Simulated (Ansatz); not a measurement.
Crystal: CoO.

```
Co O
1.0
     0.00000    2.13150    2.13150
     2.13150    0.00000    2.13150
     2.13150    2.13150    0.00000
Co O
1 1
Cartesian
  0.0000 0.0000 0.0000
  2.1315 2.1315 2.1315
```

| Item | Value |
| --- | --- |
| Program | Ansatz 0.2.0 |
| Task | single point |
| Functional | PBEsol |
| Potentials or basis | all-electron LAPW, scalar-relativistic |
| Cutoff | 360 eV (chosen from the basis error) |
| Basis error allowed | 0.001 eV/atom |
| k mesh | 11 × 11 × 11 |
| Occupations | fermi-dirac, width 0.05 eV |
| Spin | collinear spin, ferromagnetic start |
| Starting moments | [2.0, 0.0] μB |

On this cell: pressure -10.8 GPa; net moment 2.96 μB per cell; site moments Co +2.60; O +0.34 μB; band gap on the k mesh none (metal or under the smearing width).

The same run follows on a disturbed copy (atoms moved at random, drawn with an rms of 0.05 Å):

```
Co O
1.0
     0.00000    2.13150    2.13150
     2.13150    0.00000    2.13150
     2.13150    2.13150    0.00000
Co O
1 1
Direct
  0.99261 0.00830 0.01507
  0.49712 0.51716 0.49531
```

Q: What changes?

A: The energy (extrapolated to zero smearing) moves by +0.0 meV/atom; pressure -10.7 GPa; net moment 2.96 μB per cell; site moments Co +2.59; O +0.34 μB; band gap on the k mesh none (metal or under the smearing width).

Forces on the atoms (eV/Å):
```
Co   0.000 -0.002  0.001
O    0.000  0.002 -0.001
```

Stress tensor (GPa, compression positive):
```
-10.74  -0.07   0.06
 -0.07 -10.58   0.08
  0.06   0.08 -10.66
```

Caveats: a cell with one magnetic atom can't hold antiferromagnetic order, which such compounds often take; semilocal functionals often make such compounds metallic where correlation or magnetic order opens a gap, which also shifts bond lengths.
